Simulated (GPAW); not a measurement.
**MgO in GPAW: the effect of functional**

MgO:

```
CELL_PARAMETERS angstrom
2.93802 0.00000 0.00000
-1.46901 2.54440 0.00000
0.00000 0.00000 2.67968
ATOMIC_POSITIONS crystal
Mg 0.00000 0.00000 0.00000
O 0.33333 0.66667 0.50000
```

Measurements of this composition are mostly on another form, of space group No. 225.

| Item | Value |
| --- | --- |
| Program | GPAW 26.7.0 |
| Cutoff | 680 eV |
| Basis | pw |
| k mesh | 9 × 9 × 8 |
| Occupations | fermi-dirac, width 0.05 eV |
| Spin | no spin polarisation |
| Task of each run | phonons |

The series moves functional from these settings.

```tsv
functional	pressure (GPa)	highest frequency (cm^-1)	gap on mesh (eV)	volume per atom (A^3/atom)	lowest optical (cm^-1)
LDA	?	?	?	?	?
PBEsol	-0.04123	341.4	3.129	9.777	330.8
PBE	0.001027	316.1	3.044	10.01	313.1
r2SCAN	-0.02338	341.3	4.075	9.701	337.9
```

What does the run at LDA give?

Pressure (GPa) -0.01843; highest frequency (cm^-1) 357.2; gap on mesh (eV) 3.478; volume per atom (A^3/atom) 9.381; lowest optical (cm^-1) 345.4.

Caveat: the LO-TO splitting is left out.
